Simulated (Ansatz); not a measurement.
## Zn: equation of state with PBEsol

The system is Zn.

```
Zn
1.0
     0.00000    1.96478    1.96478
     1.96478    0.00000    1.96478
     1.96478    1.96478    0.00000
Zn
1
Direct
  0.00000 0.00000 0.00000
```

This isn't the form of Zn at room conditions, which is hcp.

```json
{
 "Program": "Ansatz 0.2.0",
 "Task": "equation of state",
 "Functional": "PBEsol",
 "Potentials or basis": "Ansatz PAW",
 "Cutoff": "420 eV",
 "Density cutoff": "1680 eV",
 "k mesh": "12 × 12 × 12",
 "Occupations": "fermi-dirac, width 0.05 eV",
 "Spin": "no spin polarisation"
}
```

```json
{
  "Equilibrium volume": "14.10 Å³/atom (rough: see the caveat)",
  "Bulk modulus": "86 GPa (rough)"
}
```

Energy against volume, from the lowest point:
```
volume (Å³/atom)  energy (meV/atom)
          14.259               0.00
          14.563               3.37
          14.866               9.53
          15.169              18.25
          15.473              29.11
          15.776              41.85
          16.080              56.24
```

All runs of the series together: 3.8 s on 2 threads of Arm Neoverse V2, with other jobs on the host.

Caveat: the minimum lies outside the volumes run.
